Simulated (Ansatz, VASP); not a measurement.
# KI: VASP beside Ansatz

```
CELL_PARAMETERS angstrom
0.00000 3.38357 3.66553
3.38357 0.00000 3.66553
3.38357 3.38357 0.00000
ATOMIC_POSITIONS crystal
K 0.00000 0.00000 0.00000
I 0.50000 0.50000 0.50000
```

Change from the starting cell: strain -0.040 along x and y, +0.040 along z, atoms carried along.

Alike in both runs: task single point; functional PBE; k mesh 6 × 6 × 6; occupations gaussian, width 0.05 eV; no spin polarisation.

|  | VASP | Ansatz |
| --- | --- | --- |
| version | VASP 6.6.1 | Ansatz 0.2.0 |
| potentials or method | VASP PAW PBE potentials, release 64 (K_sv, I) | scalar-relativistic, plane waves, PAW |
| plane-wave cutoff (eV) | 520 | 420 |
| valence electrons in the cell | 16 | 26 |

Ansatz gave:

```
gap on the k mesh at the Fermi level (eV)       : 4.05
least direct gap on the mesh (eV)               : 4.05
pressure (GPa)                                  : 1.6
largest component of the traceless stress (GPa) : 1.61
```

Problem. What did VASP give for the same quantities?

Solution. gap on the k mesh at the Fermi level (eV): 4.05; least direct gap on the mesh (eV): 4.05; pressure (GPa): 1.6; largest component of the traceless stress (GPa): 1.62.

The two sets of potentials don't hold the same shells in valence.

Caveats: spin-orbit coupling is left out, which moves the levels of the heavy elements.
